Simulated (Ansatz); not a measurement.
# ZnO: the cost of one run

Code: Ansatz 0.2.0. PAW datasets, plane waves, zero pressure. Values at 0 K without nuclear motion; spin polarisation is off, and the phase may be a hypothetical one.

## (1) The structure to begin with

This is the cell as the run starts from it, not yet at rest; its lengths are not the crystal's.

Space group P6_3/mmc (No. 194), hexagonal; a = 2.593 Å, c = 4.227 Å in the conventional setting, 6.15 Å³ an atom. Near Zn stand 6 O at 1.83 Å; near O stand 6 Zn at 1.83 Å.

As a file:

```xyz
4
Lattice="2.5933 0.0000 0.0000 -1.2967 2.2459 0.0000 0.0000 0.0000 4.2271" Properties=species:S:1:pos:R:3 pbc="T T T"
Zn    0.0000    0.0000    0.0000
Zn    0.0000    0.0000    2.1135
O     0.0000    1.4972    1.0568
O     1.2967    0.7486    3.1703
```

## (2) Relaxing with PBE

input.yaml reads:

```yaml
crystal:
  lattice:
    - [2.59330443, 0.0, 0.0]
    - [-1.296652215, 2.2458675161, 0.0]
    - [0.0, 0.0, 4.2270862209]
  atoms:
    - { symbol: Zn, position: [0.0, 0.0, 0.0] }
    - { symbol: Zn, position: [0.0, 0.0, 0.5] }
    - { symbol: O, position: [0.3333333333, 0.6666666667, 0.25] }
    - { symbol: O, position: [0.6666666667, 0.3333333333, 0.75] }
kpoints:
  mp_grid: { grid: [12, 12, 6] }
hamiltonian:
  xc: pbe
scf:
  occupations: { method: fermi_dirac, width: 0.02 }
relax:
  f_tol: 0.005
  cell: {}
```

Run with:

```sh
$ ansatz run input.yaml --threads 2 --pin off --max-ram 2211MiB --backend cpu --events-out ev --progress --plain --runs-dir out
```

Q: Estimate wall time and peak memory on 2 threads of Arm Neoverse V1, shared host.

About 25 s, with a peak of 0.38 GiB.
